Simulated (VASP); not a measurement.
Here is a VASP 6.6.1 calculation.

File INCAR:

```
SYSTEM = Sb
ALGO = Normal
EDIFF = 1E-7
EDIFFG = -0.005
ENCUT = 600
GGA = PE
IBRION = 2
ISIF = 3
ISMEAR = 0
IVDW = 12
LASPH = .True.
LCHARG = .False.
LREAL = .False.
LWAVE = .False.
NELM = 80
NSW = 90
PREC = Accurate
SIGMA = 0.03
```

KPOINTS

```
k-points
0
Gamma
  9 9 9
  0 0 0
```

The input POSCAR:

```
Sb                                      
1.0
    2.1627720840      1.2486770449      3.6857128230
   -2.1627720840      1.2486770449      3.6857128230
   -0.0000000000     -2.4973540898      3.6857128230
  Sb            
     2
Direct
     0.2362205493671366    0.2362205493671366    0.2362205493671366
     0.7637794506328633    0.7637794506328633    0.7637794506328633
```

Potentials or basis: VASP PAW PBE potentials, release 64 (Sb).

Launch:

```sh
$ cat potpaw_PBE.64/Sb/POTCAR > POTCAR
$ mpirun -np 1 vasp_std > vasp.out
```

Q: Estimate the space group after relaxing (to 0.05 Å).

A: R-3m (No. 166).

Q: Estimate the dispersion energy per atom.

A: -0.479 eV.

Q: Estimate the relaxed cell.

A: a = 4.451 Å, b = 4.451 Å, c = 4.451 Å, α = 58.13°, β = 58.13°, γ = 58.13°.

Final structure:
```yaml
crystal:
  lattice:
    - [2.16234, 1.24843, 3.68466]
    - [-2.16234, 1.24843, 3.68466]
    - [0.00000, -2.49686, 3.68466]
  atoms:
    - { symbol: Sb, position: [0.23619, 0.23619, 0.23619] }
    - { symbol: Sb, position: [0.76381, 0.76381, 0.76381] }
```
